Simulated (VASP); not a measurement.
# Os (Fm-3m) in VASP: further runs

One crystal, Os, is run at these levels: PBEsol, r2SCAN; tasks: single point.

All numbers are computed with VASP 6.6.1; they aren't measurements. Logs are shortened: lines on timing, memory, paths and dates and some standing lists are left out, and cuts for length are marked.

## Step 1: The crystal as given

The structure is cubic, space group Fm-3m (No. 225). Conventional cell: a = 3.822 Å, b = 3.822 Å, c = 3.822 Å, α = 90.00°, β = 90.00°, γ = 90.00°. Around Os (site symmetry m-3m) lie 12 Os at 2.70 Å.

This isn't the form of Os at room conditions, which is hcp.

## Step 2: Single point, PBEsol

Contents of INCAR:

```
PREC     = Accurate       # precision mode
ENCUT    = 520            # plane-wave cutoff, eV
EDIFF    = 1E-7           # SCF threshold, eV
ISMEAR   = 0              # smearing method
SIGMA    = 0.5            # smearing width, eV
LREAL    = False          # projectors in reciprocal space
LASPH    = True           # aspherical terms in the spheres
NELM     = 80             # most SCF steps
ALGO     = Normal         # electronic algorithm
ISIF     = 2              # what is computed and relaxed
LWAVE    = False          # write WAVECAR
LCHARG   = True           # write CHGCAR
GGA      = PS             # functional
LELF     = True           # ELF
LVHAR    = True         
NBANDS   = 10             # bands
```

Contents of KPOINTS:

```
regular mesh
0
Gamma
  18 18 18
```

Contents of POSCAR:

```
Os
1.0
    0.0000000000      1.9111500000      1.9111500000
    1.9111500000      0.0000000000      1.9111500000
    1.9111500000      1.9111500000      0.0000000000
Os
1
Direct
    0.0000000000      0.0000000000      0.0000000000
```

Potentials or basis: VASP PAW PBE potentials, release 64 (Os).

Command:

```sh
$ cat potpaw_PBE.64/Os/POTCAR > POTCAR
$ mpirun -np 1 vasp_std > vasp.out
```

OUTCAR:

```text
PREC = Accurate
   ENCUT = 520
   EDIFF = 1E-7
   ISMEAR = 0
   LREAL = False
   LASPH = True
   NELM = 80
   ISIF = 2
   GGA = PS

 ion  position               nearest neighbor table
   1  0.000  0.000  0.000-

  LATTYP: Found a face centered cubic cell.
 ALAT       =     3.8223000000

  Lattice vectors:

 A1 = (   0.0000000000,   1.9111500000,   1.9111500000)
 A2 = (   1.9111500000,   0.0000000000,   1.9111500000)
 A3 = (   1.9111500000,   1.9111500000,   0.0000000000)

Analysis of symmetry for initial positions (statically):
=====================================================================
 Subroutine PRICEL returns:
 Original cell was already a primitive cell.

 Routine SETGRP: Setting up the symmetry group for a
 face centered cubic supercell.

 Subroutine GETGRP returns: Found 48 space group operations
 (whereof 48 operations were pure point group operations)
 out of a pool of 48 trial point group operations.

The static configuration has the point symmetry O_h .

Analysis of symmetry for dynamics (positions and initial velocities):
=====================================================================
 Subroutine PRICEL returns:
 Original cell was already a primitive cell.

 Routine SETGRP: Setting up the symmetry group for a
 face centered cubic supercell.

 Subroutine GETGRP returns: Found 48 space group operations
 (whereof 48 operations were pure point group operations)
 out of a pool of 48 trial point group operations.

The dynamic configuration has the point symmetry O_h .

 Subroutine INISYM returns: Found 48 space group operations
 (whereof 48 operations are pure point group operations),
 and found     1 'primitive' translations

----------------------------------------------------------------------------------------

                                     Primitive cell

  volume of cell :      13.9609

  direct lattice vectors                    reciprocal lattice vectors
     0.000000000  1.911150000  1.911150000    -0.261622583  0.261622583  0.261622583
     1.911150000  0.000000000  1.911150000     0.261622583 -0.261622583  0.261622583
     1.911150000  1.911150000  0.000000000     0.261622583  0.261622583 -0.261622583

  length of vectors
     2.702774250  2.702774250  2.702774250     0.453143607  0.453143607  0.453143607

  position of ions in fractional coordinates (direct lattice)
     0.000000000  0.000000000  0.000000000

  ion indices of the primitive-cell ions
   primitive index   ion index
                 1           1

----------------------------------------------------------------------------------------

 KPOINTS: regular mesh

Automatic generation of k-mesh.
 Grid dimensions read from file:
 generate k-points for:   18   18   18

 Generating k-lattice:

  Cartesian coordinates                     Fractional coordinates (reciprocal lattice)
    -0.014534588  0.014534588  0.014534588     0.055555556  0.000000000  0.000000000
     0.014534588 -0.014534588  0.014534588     0.000000000  0.055555556  0.000000000
     0.014534588  0.014534588 -0.014534588     0.000000000  0.000000000  0.055555556

  Length of vectors
     0.025174645  0.025174645  0.025174645

  Shift w.r.t. Gamma in fractional coordinates (k-lattice)
     0.000000000  0.000000000  0.000000000

 Subroutine IBZKPT returns following result:
 ===========================================

 Found    195 irreducible k-points:

 Following reciprocal coordinates:
            Coordinates               Weight
  0.000000  0.000000  0.000000      1.000000
  0.055556  0.000000  0.000000      8.000000
  0.111111  0.000000  0.000000      8.000000
  0.166667  0.000000  0.000000      8.000000
  0.222222  0.000000  0.000000      8.000000
  0.277778  0.000000  0.000000      8.000000
[... 16 lines left out ...]
 -0.277778  0.055556  0.000000     24.000000
 -0.222222  0.055556  0.000000     24.000000
 [... further k-points ...]
   k-points           NKPTS =    195   k-points in BZ     NKDIM =    195   number of bands    NBANDS=     10
   number of dos      NEDOS =    301   number of ions     NIONS =      1
   total plane-waves  NPLWV =   8000
   dimension x,y,z NGX =    20 NGY =   20 NGZ =   20
   dimension x,y,z NGXF=    40 NGYF=   40 NGZF=   40
   ions per type =               1
   NGX,Y,Z   is equivalent  to a cutoff of  12.30, 12.30, 12.30 a.u.
   NGXF,Y,Z  is equivalent  to a cutoff of  24.60, 24.60, 24.60 a.u.
 SYSTEM =  unknown system
   PREC   = accura    normal or accurate (medium, high low for compatibility)
   ISTART =      0    job   : 0-new  1-cont  2-samecut
   ICHARG =      2    charge: 1-file 2-atom 10-const
   ISPIN  =      1    spin polarized calculation?
   LNONCOLLINEAR =      F non collinear calculations
   LSORBIT =      F    spin-orbit coupling
   LASPH  =      T    aspherical Exc in radial PAW
   ENCUT  =  520.0 eV  38.22 Ry    6.18 a.u.   5.03  5.03  5.03*2*pi/ulx,y,z
   NELM   =     80;   NELMIN=  2; NELMDL= -5     # of ELM steps
   EDIFF  = 0.1E-06   stopping-criterion for ELM
   LREAL  =      F    real-space projection
   EDIFFG = 0.1E-05   stopping-criterion for IOM
   NSW    =      0    number of steps for IOM
   IBRION =     -1    ionic relax: 0-MD 1-quasi-New 2-CG
   NFREE  =      0    steps in history (QN), initial steepest desc. (CG)
   ISIF   =      2    stress and relaxation
   ISYM   =      2    0-nonsym 1-usesym 2-fastsym
   POTIM  = 0.5000    time-step for ionic-motion
   TEBEG  =    0.0;   TEEND  =   0.0 temperature during run
   PSTRESS=    0.0 pullay stress
   NELECT =       8.0000    total number of electrons
   NUPDOWN=      -1.0000    fix difference up-down
   EMIN   =  10.00;   EMAX   =-10.00  energy-range for DOS
   EFERMI =   0.00;   METHOD = LEGACY
   ISMEAR =     0;   SIGMA  =   0.50  broadening in eV -4-tet -1-fermi 0-gaus
   EFERMI_NEDOS =   21; number of points for ismear=-14 and -15
   IALGO  =     38    algorithm
   IMIX   =      4    mixing-type and parameters
     AMIX     =   0.40;   BMIX     =  1.00
     AMIX_MAG =   1.60;   BMIX_MAG =  1.00
  volume/ion in A,a.u.               =      13.96        94.21
  Fermi-wavevector in a.u.,A,eV,Ry     =   1.359774  2.569600 25.156971  1.848985
  Thomas-Fermi vector in A             =   2.486493
   LORBIT       =      0    0 simple, 1 ext, 2 COOP (PROOUT), +10 PAW based schemes
   GGA     = PS    functional components
   LHFCALC =     F    Hartree Fock is set to
   AEXX    =    0.0000 exact exchange contribution
   IVDW    =     0    specifies the selected vdW correction
   LEPSILON=     F    determine dielectric tensor
   LRPA    =     F    only Hartree local field effects (RPA)
 non-spin polarized calculation
 Gauss-broadening in eV      SIGMA  =   0.50
  energy-cutoff  :      520.00
  volume of cell :       13.96
 maximum number of plane-waves:       388
   NGX =  9   NGY =  9   NGZ =  9

 number of electron       7.9999999 magnetization

 Free energy of the ion-electron system (eV)
  ---------------------------------------------------
  ext. energy  EPLUGINS =         0.00000000
  ---------------------------------------------------
  free energy    TOTEN  =       -12.15041995 eV

  energy without entropy =      -12.05141340  energy(sigma->0) =      -12.10091668

 E-fermi :   9.2388     XC(G=0): -14.1627

 val. band max:        9.2344288584   @ k =   0.3889   0.2778   0.0000
 cond. band min:       9.2448863254   @ k =  -0.2778   0.1111   0.0000
 fundamental gap:      0.0104574669
 Fermi energy:         9.2387771079

 k-point     1 :       0.0000    0.0000    0.0000
  band No.  band energies     occupation
      1      -1.6789      2.00000
      2       6.1965      2.00000
      3       6.1965      2.00000
      4       6.1965      2.00000
      5       9.2789      0.90970
      6       9.2789      0.90970
      7      23.4836      0.00000
      8      29.2998      0.00000
      9      29.2998      0.00000
     10      29.2998      0.00000

 k-point     2 :       0.0556    0.0000    0.0000
  band No.  band energies     occupation
      1      -1.5333      2.00000
      2       6.1065      2.00000
      3       6.2635      2.00000
      4       6.2635      2.00000
      5       9.2290      1.02203
      6       9.2290      1.02203
      7      23.7573      0.00000
      8      28.5329      0.00000
      9      29.5590      0.00000
     10      29.5590      0.00000

 k-point     3 :       0.1111    0.0000    0.0000
  band No.  band energies     occupation
      1      -1.1123      2.00000
      2       5.8758      2.00000
      3       6.4389      2.00000
      4       6.4389      2.00000
      5       9.1190      1.26517
      6       9.1190      1.26517
      7      24.5059      0.00000
      8      27.1050      0.00000
      9      30.3143      0.00000
     10      30.3143      0.00000

 k-point     4 :       0.1667    0.0000    0.0000
  band No.  band energies     occupation
      1      -0.4708      2.00000
      2       5.6114      2.00000
      3       6.6339      2.00000
      4       6.6339      2.00000
      5       9.0685      1.36986
      6       9.0685      1.36986
      7      25.1368      0.00000
      8      26.0753      0.00000
      9      31.5039      0.00000
     10      31.5039      0.00000

 k-point     5 :       0.2222    0.0000    0.0000
  band No.  band energies     occupation
      1       0.2768      2.00000
      2       5.4757      2.00000
      3       6.7088      2.00000
      4       6.7088      2.00000
      5       9.2463      0.98304
      6       9.2463      0.98304
      7      24.0305      0.00000
      8      26.7509      0.00000
      9      33.0256      0.00000
     10      33.0256      0.00000

 k-point     6 :       0.2778    0.0000    0.0000
  band No.  band energies     occupation
      1       0.9370      2.00000
      2       5.6799      2.00000
      3       6.6063      2.00000
      4       6.6063      2.00000
      5       9.7168      0.17635
      6       9.7168      0.17635
      7      22.7529      0.00000
      8      26.6224      0.00000
      9      34.0749      0.00000
     10      34.3808      0.00000
[... 183 lines left out ...]
 k-point    21 :      -0.3889    0.0556    0.0000
  band No.  band energies     occupation
      1       1.5964      2.00000
      2       6.0625      2.00000
      3       6.2476      2.00000
      4       7.5548      2.00000
      5      10.9144      0.00000
      6      11.8320      0.00000
      7      19.6154      0.00000
      8      23.9288      0.00000
      9      29.8838      0.00000
     10      31.2354      0.00000

 k-point    22 :      -0.3333    0.0556    0.0000
  band No.  band energies     occupation
      1       1.5239      2.00000
      2       6.2601      2.00000
      3       6.4208      2.00000
      4       6.5086      2.00000
      5      10.1889      0.00720
      6      11.2163      0.00000
      7      21.1005      0.00000
      8      25.0034      0.00000
      9      30.9631      0.00000
     10      33.0640      0.00000

 k-point    23 :      -0.2778    0.0556    0.0000
  band No.  band energies     occupation
      1       1.2318      2.00000
      2       5.6938      2.00000
      3       6.4978      2.00000
      4       6.6342      2.00000
      5       9.4593      0.53289
      6      10.5201      0.00029
      7      22.4915      0.00000
      8      26.3779      0.00000
      9      32.1632      0.00000
     10      33.5482      0.00000

 k-point    24 :      -0.2222    0.0556    0.0000
  band No.  band energies     occupation
      1       0.6418      2.00000
      2       5.3651      2.00000
      3       6.6800      2.00000
      4       6.7959      2.00000
      5       8.8978      1.66517
      6       9.9015      0.06085
      7      23.7849      0.00000
      8      27.0168      0.00000
      9      32.1200      0.00000
     10      33.3449      0.00000

 [... further k-points ...]
[... 5 lines left out ...]
  --------------------------------------------------------------------------------------
  -------------------------------------------------------------------------------------
  Total        0.0662849      0.0662849      0.0662849      0.0000000      0.0000000     -0.0000000
  in kB        7.6069577      7.6069577      7.6069577      0.0000000      0.0000000     -0.0000000
  external PRESSURE =       7.6069577 kB  Pullay stress =       0.0000000 kB

 VOLUME and BASIS-vectors are now :
 -----------------------------------------------------------------------------
  energy-cutoff  :      520.00
  volume of cell :       13.96
      direct lattice vectors                 reciprocal lattice vectors
     0.000000000  1.911150000  1.911150000    -0.261622583  0.261622583  0.261622583
     1.911150000  0.000000000  1.911150000     0.261622583 -0.261622583  0.261622583
     1.911150000  1.911150000  0.000000000     0.261622583  0.261622583 -0.261622583

 POSITION                                       TOTAL-FORCE (eV/Angst)
 -----------------------------------------------------------------------------------
      0.00000      0.00000      0.00000         0.000000      0.000000      0.000000
 -----------------------------------------------------------------------------------
    total drift:                                0.000000     -0.000000     -0.000000

  FREE ENERGIE OF THE ION-ELECTRON SYSTEM (eV)
  ---------------------------------------------------
  free  energy   TOTEN  =       -12.1504199550 eV

  energy  without entropy=      -12.0514133953  energy(sigma->0) =      -12.10091668
```

It took 14 s on 1 thread of Intel Xeon Platinum 8488C (Sapphire Rapids), shared host; peak memory 0.14 GiB.

Results:

```yaml
Free_energy: -12.1504 eV
Pressure: 0.8 GPa
Band_gap_on_the_k_mesh: none (metal or under the smearing width)
```

Caveat: the PAW data sets were made with another functional, which shifts forces and pressure a little.

## Step 3: Single point, PBEsol

INCAR, as its differences from that of step 2:

```diff
@@ -1,6 +1,6 @@
 PREC     = Accurate       # precision mode
-ENCUT    = 520            # plane-wave cutoff, eV
+ENCUT    = 900            # plane-wave cutoff, eV
 EDIFF    = 1E-7           # SCF threshold, eV
 ISMEAR   = 0              # smearing method
-SIGMA    = 0.5            # smearing width, eV
+SIGMA    = 0.1            # smearing width, eV
 LREAL    = False          # projectors in reciprocal space
```

KPOINTS is that of step 2.

POSCAR is that of step 2.

Potentials or basis: VASP PAW PBE potentials, release 64 (Os).

Command:

```sh
$ cat potpaw_PBE.64/Os/POTCAR > POTCAR
$ mpirun -np 1 vasp_std > vasp.out
```

Wall time 32 s (1 thread of Intel Xeon Platinum 8488C (Sapphire Rapids), shared host); peak memory 0.21 GiB.

Results (log left out):

```
Free energy            : -12.1043 eV
Pressure               : 0.0 GPa
Band gap on the k mesh : none (metal or under the smearing width)
```

Levels at points of the mesh, in eV from the Fermi level:
```csv
k point,band 1,band 2,band 3,band 4,band 5,band 6,band 7,band 8,band 9
"(0.00, 0.00, 0.00)",-10.86,-2.98,-2.98,-2.98,0.10,0.10,14.31,20.12,20.12
"(0.50, 0.00, 0.00)",-7.72,-3.14,-3.14,-0.21,2.53,2.53,9.07,13.83,20.45
"(0.50, 0.50, 0.00)",-7.62,-6.89,2.38,2.49,3.23,3.23,12.32,12.32,12.36
```

Caveat: the PAW data sets were made with another functional, which shifts forces and pressure a little. The run has no spin-orbit coupling, so splittings on Os are missing.

(Part 1 of 2 ends here.)
